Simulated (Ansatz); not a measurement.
# Molecular dynamics of ZrN

input.yaml

```yaml
accuracy: low
crystal:
  lattice:
    - [5.558188, 0.0, 0.0]
    - [-2.779094, 5.745507, 0.0]
    - [0.0, 0.0, 16.229567]
  atoms:
    - { symbol: Zr, position: [0.3082199, 0.26325335, 0.12182582] }
    - { symbol: Zr, position: [0.2159013, 0.7651359, 0.0857975] }
    - { symbol: "N", position: [0.0, 0.0, 0.0616159] }
    - { symbol: "N", position: [0.78791071, 0.52978807, 0.10006476] }
    - { symbol: Zr, position: [0.86902809, 0.39446351, 0.20472997] }
    - { symbol: Zr, position: [0.76789235, 0.8250108, 0.15905201] }
    - { symbol: "N", position: [0.51248209, 0.06072722, 0.15774675] }
    - { symbol: "N", position: [0.33347897, 0.5811934, 0.18479566] }
    - { symbol: Zr, position: [0.43206416, 0.47245947, 0.29498047] }
    - { symbol: Zr, position: [0.26246468, 0.93335421, 0.26228004] }
    - { symbol: "N", position: [0.07564699, 0.15777547, 0.2343022] }
    - { symbol: "N", position: [0.81869769, 0.66655778, 0.27759477] }
basis:
  ecutwfc: 420.0
kpoints:
  mp_grid: { grid: [2, 2, 1] }
hamiltonian:
  xc: pbe
  pseudopotentials: { kind: paw, azcp: { folder: soft_1 } }
scf:
  occupations: { method: fermi_dirac, width: 0.05 }
  lower_state_search: "off"
md:
  timestep: 1
  n_steps: 230
  ensemble: nvt_nose_hoover
  temperature: 1000.0
  initial_velocities: maxwell_boltzmann
  seed: 660664
  nose_hoover: { tau: 100.0, chain_length: 3 }
  constraints: [{ sites: [1, 2] }]
```

Run as:

```bash
$ ansatz run input.yaml --threads 1 --pin off --max-ram 3072MiB --backend cpu --events-out ev --progress --plain --runs-dir out
```

It goes on from the last frame of an earlier run, with new velocities.

Output, in part (step lines):

```
md step     0: t =     0.00 fs  T =  1000.0 K  F+E_penalty+E_count = -27416.94810226 eV  E_kin = 1.292600 eV  conserved = -27415.65550227 eV  (16 SCF iters)
md step     1: t =     1.00 fs  T =  1003.5 K  F+E_penalty+E_count = -27416.95263677 eV  E_kin = 1.297078 eV  conserved = -27415.65555874 eV  (9 SCF iters)
md step     2: t =     2.00 fs  T =  1002.5 K  F+E_penalty+E_count = -27416.95137769 eV  E_kin = 1.295776 eV  conserved = -27415.65560079 eV  (9 SCF iters)
md step     3: t =     3.00 fs  T =   996.6 K  F+E_penalty+E_count = -27416.94382482 eV  E_kin = 1.288199 eV  conserved = -27415.65562326 eV  (9 SCF iters)
md step     4: t =     4.00 fs  T =   985.7 K  F+E_penalty+E_count = -27416.92977810 eV  E_kin = 1.274154 eV  conserved = -27415.65562176 eV  (10 SCF iters)
md step     5: t =     5.00 fs  T =   970.0 K  F+E_penalty+E_count = -27416.90939968 eV  E_kin = 1.253807 eV  conserved = -27415.65559364 eV  (4 SCF iters)
md step     6: t =     6.00 fs  T =   949.8 K  F+E_penalty+E_count = -27416.88325215 eV  E_kin = 1.227725 eV  conserved = -27415.65553892 eV  (4 SCF iters)
md step     7: t =     7.00 fs  T =   925.9 K  F+E_penalty+E_count = -27416.85229958 eV  E_kin = 1.196874 eV  conserved = -27415.65545996 eV  (4 SCF iters)
[... lines left out ...]
md step   229: t =   229.00 fs  T =  1013.4 K  F+E_penalty+E_count = -27415.90009904 eV  E_kin = 1.309959 eV  conserved = -27415.65407150 eV  (3 SCF iters)
md step   230: t =   230.00 fs  T =  1039.6 K  F+E_penalty+E_count = -27415.93334893 eV  E_kin = 1.343780 eV  conserved = -27415.65416461 eV  (8 SCF iters)
```

The steps, from the saved trajectory:

| time (fs) | T (K) | potential energy less start (eV) | conserved less start (meV/atom) |
| --- | --- | --- | --- |
| 0 | 1000 | 0.000 | 0.00 |
| 7 | 926 | 0.096 | 0.00 |
| 14 | 750 | 0.325 | 0.04 |
| 21 | 688 | 0.408 | 0.04 |
| 28 | 749 | 0.335 | 0.05 |
| 35 | 911 | 0.134 | 0.00 |
| 42 | 930 | 0.122 | 0.02 |
| 49 | 925 | 0.142 | 0.06 |
| 56 | 1081 | -0.044 | 0.00 |
| 63 | 1033 | 0.033 | -0.02 |
| 70 | 698 | 0.481 | 0.06 |
| 77 | 547 | 0.688 | 0.07 |
| 84 | 637 | 0.588 | 0.01 |
| 91 | 619 | 0.633 | 0.02 |
| 98 | 555 | 0.740 | 0.09 |
| 105 | 758 | 0.509 | 0.04 |
| 112 | 968 | 0.285 | -0.01 |
| 119 | 863 | 0.478 | 0.05 |
| 126 | 733 | 0.695 | 0.11 |
| 133 | 951 | 0.469 | 0.06 |
| 140 | 1231 | 0.185 | 0.00 |
| 147 | 1173 | 0.344 | 0.05 |
| 154 | 1051 | 0.574 | 0.08 |
| 161 | 1106 | 0.569 | 0.07 |
| 168 | 1257 | 0.443 | 0.05 |
| 175 | 1340 | 0.403 | 0.06 |
| 182 | 1386 | 0.404 | 0.06 |
| 189 | 1354 | 0.494 | 0.07 |
| 196 | 1276 | 0.633 | 0.10 |
| 203 | 1327 | 0.596 | 0.10 |
| 210 | 1453 | 0.455 | 0.03 |
| 217 | 1284 | 0.688 | 0.05 |
| 224 | 990 | 1.076 | 0.15 |

The run went to its last step. The conserved energy stayed within 0.15 meV per atom of its start (net change 0.11 meV per atom), so the integration is sound. The mean temperature of the second half is 17 % above the set value. A run of 0.23 ps of so small a system gives no equilibrium averages. Limits of this set-up: coarse k mesh, thin slab, slab without dipole correction, low accuracy level.

Mean squared displacements from the first frame to the last: Zr 0.07 Å², N 0.08 Å².

Last frame:

```xyz
12
Lattice="5.5582 0.0000 0.0000 -2.7791 5.7455 0.0000 0.0000 0.0000 16.2296" Properties=species:S:1:pos:R:3
Zr 1.036 1.369 1.929
Zr -0.926 4.396 1.393
N 0.000 0.000 1.000
N 2.978 3.078 1.748
Zr 3.796 1.972 3.198
Zr 1.733 4.588 2.571
N 2.517 0.184 2.625
N -0.057 3.313 3.054
Zr 1.189 2.584 4.967
Zr -1.078 4.969 4.249
N 0.192 0.731 4.119
N 2.898 3.482 4.490
```

The run took 20 min on 1 thread of Arm Neoverse V1, with other jobs on the host, peak memory 0.78 GiB.
